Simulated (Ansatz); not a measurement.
Here is an Ansatz 0.2.0 calculation.

File input.yaml:

```yaml
crystal:
  lattice:
    - [3.14, 0.0, 0.0]
    - [-1.57, 2.7193197679, 0.0]
    - [0.0, 0.0, 3.48]
  atoms:
    - { symbol: Hf, position: [0.0, 0.0, 0.0] }
    - { symbol: B, position: [0.6666666667, 0.3333333333, 0.5] }
    - { symbol: B, position: [0.3333333333, 0.6666666667, 0.5] }
hamiltonian:
  xc: blyp
  pseudopotentials: { kind: paw }
  dispersion: d4
kpoints:
  mp_grid: { grid: [10, 10, 8] }
scf:
  occupations: { method: fermi_dirac, width: 0.05 }
output:
  forces: true
  stress: true
  write_density: true
  write_potential: true
  elf: true
  volumetric_format: npy
relax:
  f_tol: 0.01
  max_steps: 40
  cell: { stress_tol: 0.05 }
```

Potentials or basis: Ansatz PAW.

Run with:

```bash
$ ansatz run input.yaml --threads 2 --pin off --max-ram 5632MiB --backend cpu --events-out ev --progress --plain --runs-dir out
```

Q: Predict the relaxed volume.

A: 9.77 Å³/atom.

Q: Estimate the relaxed cell.

A: a = 3.122 Å, b = 3.122 Å, c = 3.472 Å, α = 90.00°, β = 90.00°, γ = 120.00°.

The path:
```csv
step,energy change (eV),largest force (eV/Å),volume (Å³)
1,0.0000,0.0000,29.71
2,-0.0050,0.0000,29.23
3,-0.0052,0.0000,29.32
4,-0.0052,0.0000,29.31
5,-0.0047,0.0000,29.31
```

Caveat: the plane-wave basis is chosen anew once the cell has moved, so the energies of steps on either side of that aren't comparable; pairwise dispersion overbinds metals, which lowers pressure and volume; the PAW data sets come from PBE, with cores solved anew for the run's functional, which leaves a small shift of forces and pressure. Spin-orbit coupling is left out, which matters for the levels of Hf.
